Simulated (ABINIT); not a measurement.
Crystal: I.

```
CELL_PARAMETERS angstrom
0.00000 2.36560 3.90984
2.19225 0.00000 3.90984
2.19225 2.36560 0.00000
ATOMIC_POSITIONS crystal
I 0.00000 0.00000 0.00000
```

Base run:

```yaml
Program: ABINIT 10.8.3 (patched build)
Functional: LDA
Potentials_or_basis: PseudoDojo NC SR LDA v0.4.1 standard
Cutoff: 952 eV
k_mesh: 9 × 9 × 9
Occupations: fermi-dirac, width 0.05 eV
Spin: no spin polarisation
```

Its results: band gap on the k mesh none (metal or under the smearing width); pressure -2.3 GPa.

The run is repeated on the same cell with these changes: functional from LDA to AM05; potentials or basis from PseudoDojo NC SR LDA v0.4.1 standard to JTH PAW PBE v2.0; cutoff from 952 eV to 408 eV. What comes out?

Band gap on the k mesh none (metal or under the smearing width); pressure -0.7 GPa.

Caveats: spin-orbit coupling is left out, which moves the levels of the heavy elements; an odd number of electrons without spin polarisation forces a metal; a magnetic or distorted state may lie lower; the PAW data sets were made with another functional, which shifts forces and pressure a little (some runs).
